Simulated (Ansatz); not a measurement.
Structure optimisation: iron, beta-Sn type

These are results of Ansatz 0.2.0, DFT, PBE, plane waves (420 eV) with PAW, scalar-relativistic, not measurements.

k-point mesh 14×14×10, Fermi-Dirac smearing 0.05 eV, starting moments 2.50 ×2 μB. Cell and atoms relax.

Starting structure:

```yaml
crystal:
  lattice:
    - [-2.245591907, 2.245591907, 1.2260931812]
    - [2.245591907, -2.245591907, 1.2260931812]
    - [2.245591907, 2.245591907, -1.2260931812]
  atoms:
    - { symbol: Fe, position: [0.0, 0.0, 0.0], spin: 2.5 }
    - { symbol: Fe, position: [0.75, 0.25, 0.5], spin: 2.5 }
hamiltonian:
  xc: pbe
  pseudopotentials:
    kind: paw
    azcp:
      Fe: "pseudopotentials/Fe.paw.azcp"
basis:
  ecutwfc: 420
  fft_grid_basis: typed
kpoints:
  mp_grid: { grid: [14, 14, 10], shift: [0, 0, 0] }
magnetization:
  spin_polarized: true
scf:
  occupations: { method: fermi_dirac, width: 0.05 }
relax:
  max_steps: 60
  f_tol: 0.01
  cell: {}
```

What cell does the relaxation end in?

Fddd (spin ignored) with a = 2.445 Å, b = 4.569 Å, c = 8.518 Å; 11.90 Å³ per atom against 12.37 at the start (-3.8 %).

The cell has left the beta-Sn structure type; it ends in Fddd.

How much energy does the relaxation gain?

414.0 meV per atom.

The k-point mesh keeps fewer symmetry operations than the starting structure has, so the cell can leave it.

Which magnetic state does it end in?

ferromagnetic, net 2.48 μB per atom; moments 2.52 ×2 μB.
